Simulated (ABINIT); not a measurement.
Input of an ABINIT 10.8.3 (patched build) run:

Contents of run.abi:

```
# Datasets: one volume each
ndtset 7
getwfk -1
scalecart1 3*0.9795861087
scalecart2 3*0.9864848297
scalecart3 3*0.9932883884
scalecart4 3*1.0000000000
scalecart5 3*1.0066227096
scalecart6 3*1.0131594038
scalecart7 3*1.0196128224

# Pseudopotentials
pp_dirpath "./"
pseudos "Pt.GGA_PBE-JTH.xml, Te.GGA_PBE-JTH.xml"

# Structure
acell 3*1.0 Angstrom
rprim
     4.0100000000     0.0000000000     0.0000000000
    -2.0050000000     3.4727618692     0.0000000000
     0.0000000000     0.0000000000     5.2010000000
ntypat 2
znucl 78 52
natom 3
typat 1 2 2
xred
     0.0000000000     0.0000000000     0.0000000000
     0.6666666667     0.3333333333     0.7500000000
     0.3333333333     0.6666666667     0.2500000000

# Plane-wave basis
ecut 16.0
pawecutdg 32.0
pawxcdev 0

# k points
kptopt 1
ngkpt 8 8 5
nshiftk 1
shiftk 0.0 0.0 0.0

# Exchange and correlation
ixc 11

# Bands and occupations
nband 15
occopt 3
tsmear 0.05 eV

# SCF cycle
nstep 100
tolvrs 1.0e-9

# Output
iomode 3
prtwf 1
prtden 0
prteig 0
prtebands 0
enunit 2
```

Potentials or basis: JTH PAW PBE v2.0.

Launch:

```bash
$ abinit run.abi > log 2>&1
```

Predict the bulk modulus at fixed shape and positions.

91 GPa (rough).

Estimate the equilibrium volume.

26.34 Å³/atom (rough: see the caveat).

Energy against volume, from the lowest point:
| volume (Å³/atom) | energy (meV/atom) |
| --- | --- |
| 22.694 | 188.89 |
| 23.177 | 134.38 |
| 23.660 | 90.46 |
| 24.143 | 56.07 |
| 24.626 | 30.10 |
| 25.108 | 11.67 |
| 25.591 | 0.00 |

Caveat: pressures at fixed basis lie under the slope of the energies; the minimum lies outside the volumes run; the cell was scaled at fixed shape and fractional positions, which overstates the stiffness of a crystal with free parameters, most of all of layers and chains. Spin-orbit coupling is left out, which matters for the levels of Pt, Te.
